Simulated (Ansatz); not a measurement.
input.yaml (Ansatz 0.2.0):

```yaml
crystal:
  lattice:
    - [0.0, 2.4838393896, 2.4838393896]
    - [2.4838393896, 0.0, 2.4838393896]
    - [2.4838393896, 2.4838393896, 0.0]
  atoms:
    - { symbol: Eu, position: [0.5, 0.5, 0.5], spin: 7.17 }
    - { symbol: O, position: [0.0, 0.0, 0.0] }
basis:
  ecutwfc: 420
  ecutrho_ratio: 4
kpoints:
  mp_grid: { grid: [10, 10, 10] }
  band_path:
    path:
      - [[0.0, 0.0, 0.0], [0.5, 0.0, 0.5], [0.625, 0.25, 0.625]]
      - [[0.375, 0.375, 0.75], [0.0, 0.0, 0.0], [0.5, 0.5, 0.5], [0.5, 0.25, 0.75], [0.5, 0.0, 0.5]]
    npoints: 14
hamiltonian:
  xc: pbesol
scf:
  occupations: { method: gaussian, width: 0.05 }
  lower_state_search: "off"
  n_extra_bands: 16
output:
  forces: true
  stress: true
  eigenvalues: true
  populations: true
  hubbard: { sites: [{ species: Eu, l: f }] }
  dos: { projected: true, de: 0.02, nscf_kmesh: { grid: [15, 15, 15] } }
  bader: false
magnetization:
  spin_polarized: true
checkpoint:
  read: start.run
```

Launched as:
```sh
ansatz run input.yaml --threads 4 --pin off --max-ram 4096MiB --backend cpu --events-out ev --progress --plain --runs-dir out
```

The folder start.run holds the converged state of an earlier run on the same cell; the run starts from that state's density and uses only the symmetry operations that the state has.

The start was a prototype's sites filled with these elements; the Crystallography Open Database holds the compound in this structure.

The output:

```
Eu: projections on atomic orbitals take those of the free atom [Kr 4d10] 4f7 5s2 5p6 5d0 6s2, of charge +0.00 (hamiltonian.pseudopotentials.projection_atoms); the dataset's partial waves leave at most 1.0e-3 of an orbital's norm unspanned inside its sphere
scf.n_extra_bands = 16 over 12 filled bands (N_el = 23.0): the run solves 28 bands
Pseudopotentials: kind: paw
Pseudopotential: Eu, paw, valence charge 17, recommended cutoff 420 eV (normal), Eu.paw.azcp
Pseudopotential: O, paw, valence charge 6, recommended cutoff 420 eV (normal), O.paw.azcp
Crystal: 2 atoms, lattice volume = 30.648 Å³
Basis set: ecut = 420 eV, 609 PW (Γ), exchange–correlation on 48×48×48 points (8 copies of the dense FFT grid, shifted against one another)
Bands: 28, of which v1, the nominal top of the filled ones, is band 12 counted from 1 (11 counted from 0)
Symmetry: 48 space group operations
Space group: Fm-3m (ITA 225), of the structure as read, at distance tolerance 3.1e-5 Å
Magnetic group: BNS 225.116 (UNI 1618), of the structure as read, at distance tolerance 3.1e-5 Å
k-points: 47 of 1000
Initial density: read from a saved state, or passed on in memory by an earlier SCF of this step, an earlier step, the calling program or the single point that the run made first
Starting moments: Σ|m| = 7.17 μB on 1 of 2 sites; this step starts from the density that it was given
Initial wavefunctions: pseudopotential atomic-orbital guess
Functional: x = pbesol(κ = 0.804, μ = 0.12346), c = pbesol(β = 0.046)
iter 1 solved again at ethr=1.33e-8 eV; its pass at ethr=3.10e-3 eV (dr2=3.06e-6 eV) is discarded
```

SCF trace (energy estimate counted from the last row):
```
iteration  ΔE (eV)  density residual (eV)  M (μB)
        1    0.000                1.97e-9   6.912
        2    0.000               3.67e-10   6.912
```

```
SCF 1 converged in 2 iterations: F = -9228.573295 eV  dr2 = 3.67e-10
NSCF: frozen V_eff on 86 k-points
NSCF: frozen V_eff on 120 k-points
SCF converged after 2 iterations
Magnetization: 6.9119 μB (14.9559 up, 8.0441 down)
Absolute magnetization: 7.1060 μB (∫|ρ↑−ρ↓|, with the PAW one-centre terms)
Per-site moments (μB) at R_I (Å): [(6.51872, 1.02458), (-0.07829, 1.02458)]
Free energy (F): -9228.573295 eV
E sigma→0 (E₀):  -9228.572416 eV
Entropy (-TS):   -0.001758 eV (-0.879 meV/atom)
Fermi energy:    15.582368 eV
--- Per-component energies (eV) ---
  E_band       = 95.412813
  E_kinetic    = 535.738361
  E_local      = -1816.908013  (includes V_loc(G=0)·N_el)
  E_nonlocal   = 512.223915
  E_hartree    = 708.868052
  E_xc         = -254.003342
  E_vxc        = -302.680770  (∫ρ·V_xc dr)
  E_paw        = -6433.297270  (= ΣΔE_a)
  E_vpaw       = -250.699801  (= ΣTr[D̂ρ^β])
  E_aug_tail   = 0.002394  (compensation charges beyond the density's cutoff)
  E_ewald      = -2481.817751
  E_core_change = 0.622119  (= ΣΔE_core)
  E_smearing   = -0.001758  (= −TS)
--- Forces (eV/Å), atoms counted from 1 ---
  atom   1  Eu     0.00000000     0.00000000     0.00000000
  atom   2  O      0.00000000     0.00000000     0.00000000
--- Stress (GPa, compression-positive) ---
       -0.003978       0.000000       0.000000
        0.000000      -0.003978       0.000000
        0.000000       0.000000      -0.003978
  P = ⅓ Tr σ = -0.0040 GPa (-0.040 kbar)
--- Löwdin populations: 2 sites ---
  site symbol       q [e]    m [muB]
     0     Eu     16.5244     7.0067
     1      O      6.4461    -0.1027
--- Occupation matrices: 1 shell (Löwdin-built; ε = 2.00e-2, provisional) ---
  Eu0 f_4F up     Tr n = 6.7114  λ = 0.939 0.939 0.939 0.964 0.977 0.977 0.977
  Eu0 f_4F dn     Tr n = 0.0579  λ = 0.001 0.005 0.005 0.005 0.014 0.014 0.014
```

In short (PBEsol): pressure 0.0 GPa, gap on the mesh zero (metallic), site spin moments Eu 6.52; O -0.08 μB.

Total energies depend on the potentials used, so only differences within one code and one set of settings carry meaning.

Without a U the 4f levels of Eu lie too near the Fermi level, so their share of the states there, and what hangs on it, is overstated. These numbers lack spin–orbit coupling. Site moments are of spin, integrated over atomic spheres. Only parallel moments were tried, so the real magnetic order may be another.
